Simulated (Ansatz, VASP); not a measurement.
# One calculation of TaN, two programs

Contents of INCAR:

```
PREC     = Accurate       # precision mode
ENCUT    = 520            # plane-wave cutoff, eV
EDIFF    = 1E-6           # SCF threshold, eV
ISMEAR   = 0              # smearing method
SIGMA    = 0.05           # smearing width, eV
LREAL    = F              # projectors in reciprocal space
LASPH    = T              # aspherical terms in the spheres
NELM     = 80             # most SCF steps
ALGO     = Normal         # electronic algorithm
ISIF     = 2              # what is computed and relaxed
LWAVE    = F              # write WAVECAR
LCHARG   = F              # write CHGCAR
NBANDS   = 15             # bands
```

KPOINTS

```
Automatic mesh
0
Gamma
  10 10 10
```

Contents of POSCAR:

```
TaN
1.0
    0.0000000000      2.2113230000      2.2113230000
    2.2113230000      0.0000000000      2.2113230000
    2.2113230000      2.2113230000      0.0000000000
Ta N
1 1
Direct
    0.5000000000      0.5000000000      0.5000000000
    0.0000000000      0.0000000000      0.0000000000
```

input.yaml

```yaml
crystal:
  lattice:
    - [0.0, 2.211323, 2.211323]
    - [2.211323, 0.0, 2.211323]
    - [2.211323, 2.211323, 0.0]
  atoms:
    - { symbol: Ta, position: [0.5, 0.5, 0.5] }
    - { symbol: "N", position: [0.0, 0.0, 0.0] }
hamiltonian:
  xc: lda
  pseudopotentials: { kind: paw }
kpoints:
  mp_grid: { grid: [10, 10, 10] }
scf:
  occupations: { method: gaussian, width: 0.05 }
output:
  forces: true
  stress: true
  eigenvalues: true
```

The cell comes from a database or a generator and needn't be the stable form of this composition.

Alike in both runs: task single point; functional LDA; k mesh 10 × 10 × 10; occupations gaussian, width 0.05 eV; no spin polarisation.

|  | VASP | Ansatz |
| --- | --- | --- |
| version | VASP 6.6.1 | Ansatz 0.2.0 |
| potentials or method | VASP PAW LDA potentials, release 64 (Ta_pv, N) | Ansatz PAW |
| plane-wave cutoff (eV) | 520 | 420 |
| valence electrons in the cell | 16 | 18 |

|  | VASP | Ansatz | Ansatz less VASP |
| --- | --- | --- | --- |
| gap on the k mesh at the Fermi level (eV) | none | none | - |
| pressure (GPa) | -15.5 | -17.2 | -1.67 |

A gap of «none» marks a metal or a gap that the smearing closes. The two sets of potentials don't hold the same shells in valence.

Caveats: so large a pressure means that the cell lies far from this level's equilibrium, or that cutoff or potentials fall short; the pressure holds a Pulay correction of +0.6 GPa for the finite cutoff (Ansatz); the PAW data sets come from PBE, with cores solved anew for the run's functional, which leaves a small shift of forces and pressure (Ansatz). The runs have no spin-orbit coupling, so splittings on Ta are missing.
